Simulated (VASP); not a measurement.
Here is a VASP 6.6.1 calculation.

The input INCAR:

```
ADDGRID = F ; ALGO = Normal
EDIFF = 1E-8 ; ENCUT = 900
GGA = PE ; ISIF = 2
ISMEAR = 1 ; LASPH = T
LCHARG = F ; LREAL = F
LWAVE = F ; NBANDS = 18
NELM = 100 ; PREC = Accurate
SIGMA = 0.1
```

Contents of KPOINTS:

```
k-points
0
Gamma
  15 15 15
```

POSCAR

```
Si2Mo
1.0
   -1.6000000000      1.6000000000      3.9305000000
    1.6000000000     -1.6000000000      3.9305000000
    1.6000000000      1.6000000000     -3.9305000000
Mo Si
1 2
Direct
    0.0000000000      0.0000000000      0.0000000000
    0.6670000000      0.6670000000      0.0000000000
    0.3330000000      0.3330000000      0.0000000000
```

Potentials or basis: VASP PAW PBE potentials, release 64 (Mo_sv, Si).

Launch:

```bash
$ cat potpaw_PBE.64/Mo_sv/POTCAR potpaw_PBE.64/Si/POTCAR > POTCAR
$ mpirun -np 1 vasp_std > vasp.out
```

What does it give for the band gap on the k mesh?

None (metal or under the smearing width).

Predict the largest force.

0.284 eV/Å.

Predict the pressure.

2.4 GPa.

Forces in eV/Å, atoms in the order of the input:
```
Mo   0.000  0.000  0.000
Si   0.000  0.000 -0.284
Si   0.000  0.000  0.284
```
